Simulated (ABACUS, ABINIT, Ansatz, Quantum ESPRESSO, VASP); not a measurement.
**TePb: equilibrium volume by level of theory**

The structure is cubic, space group Fm-3m (No. 225). Conventional cell: a = 6.462 Å, b = 6.462 Å, c = 6.462 Å, α = 90.00°, β = 90.00°, γ = 90.00°. Pb (site symmetry m-3m) has 6 Te at 3.23 Å as nearest neighbours. Te (site symmetry m-3m) has 6 Pb at 3.23 Å as nearest neighbours.

```tsv
rung	level	program and potentials	cutoff (eV)	k mesh	smearing	task	equilibrium volume (Å³/atom)	miss	notes
LDA	LDA	ABACUS, PseudoDojo NC SR 0.4.1 LDA standard, plane waves	1129	6 × 6 × 6	fermi-dirac 0.05	relaxation of cell and atoms	32.48	-3.6 %	15 valence electrons an atom on average
GGA	PBE	ABACUS, PseudoDojo NC SR 0.4.1 PBE standard, plane waves	1129	7 × 7 × 7	fermi-dirac 0.05	equation of state	35.44	+5.1 %	-
GGA + dispersion	PBE+MBD	VASP, PBE PAW files Pb_d, Te, 600 eV	600	7 × 7 × 7	fermi-dirac 0.05	relaxation of cell and atoms	(a)	?	10 valence electrons an atom on average
GGA	PBEsol	ABINIT, PseudoDojo NC SR PBEsol v0.4.1 standard	1088	5 × 5 × 5	fermi-dirac 0.05	relaxation of cell and atoms	33.45	-0.8 %	15 valence electrons an atom on average
GGA + dispersion	PBEsol+D3(zero damping)	VASP, PBE PAW files Pb_d, Te, 600 eV	600	7 × 7 × 7	fermi-dirac 0.05	relaxation of cell and atoms	(b)	?	potentials made for PBE; 10 valence electrons an atom on average
GGA + dispersion	RPBE+D4	VASP, PBE PAW files Pb_d, Te, 600 eV	600	7 × 7 × 7	fermi-dirac 0.05	relaxation of cell and atoms	33.71	+0.0 %	potentials made for PBE; 10 valence electrons an atom on average
GGA	rPW86PBE	ABACUS, GBRV ultrasoft 1.5 PBE, plane waves	544	6 × 6 × 6	fermi-dirac 0.05	relaxation of cell and atoms	37.48	+11.2 %	potentials made for PBE; 10 valence electrons an atom on average
GGA + dispersion	revPBE+D3(BJ)	Ansatz, all-electron LAPW, scalar-relativistic	-	7 × 7 × 7	fermi-dirac 0.05	relaxation of cell and atoms	33.38	-1.0 %	-
non-local van der Waals functional	rev-vdW-DF2	Quantum ESPRESSO, PseudoDojo 0.4.1 SR PBE standard	1088	7 × 7 × 7	fermi-dirac 0.05	equation of state	34.71	+3.0 %	potentials made for PBE
meta-GGA	LAK	VASP, PBE PAW files Pb_d, Te, 600 eV	600	7 × 7 × 7	fermi-dirac 0.05	relaxation of cell and atoms	37.78	+12.1 %	potentials made for PBE; 10 valence electrons an atom on average
meta-GGA	TPSS	VASP, PBE PAW files Pb_d, Te, 600 eV	600	7 × 7 × 7	fermi-dirac 0.05	relaxation of cell and atoms	35.06	+4.0 %	potentials made for PBE; 10 valence electrons an atom on average
meta-GGA + dispersion	r2SCAN+D3(BJ)	VASP, PBE PAW files Pb_d, Te, 600 eV	600	7 × 7 × 7	gaussian 0.05	relaxation of cell and atoms	34.20	+1.5 %	potentials made for PBE; 10 valence electrons an atom on average
hybrid	PBE0	VASP, PBE PAW files Pb_d, Te, 600 eV	600	4 × 4 × 4	fermi-dirac 0.05	relaxation of cell and atoms	34.42	+2.1 %	coarse mesh; potentials made for PBE; 10 valence electrons an atom on average
```

All rows: no spin polarisation. Smearing widths are in eV. Meshes differ between rows, which moves values too. Meshes are those of the run's cell of 2 atoms unless a note names another. Relaxations start from the cell shown or near it and stop with a little pressure left. Misses use the values as printed. Runs on faulty files, with rough fits or with known faults for this quantity aren't shown. No row holds spin-orbit coupling.

Measured: 33.71 Å³/atom at 300 K (pmc:10701875, doi:10.1021/acsomega.3c06502). The runs are for a static lattice.

Question: Estimate the values left out from the other rows.

Answer: (a) 34.31 Å³/atom, miss +1.8 %; (b) 32.77 Å³/atom, miss -2.8 %.
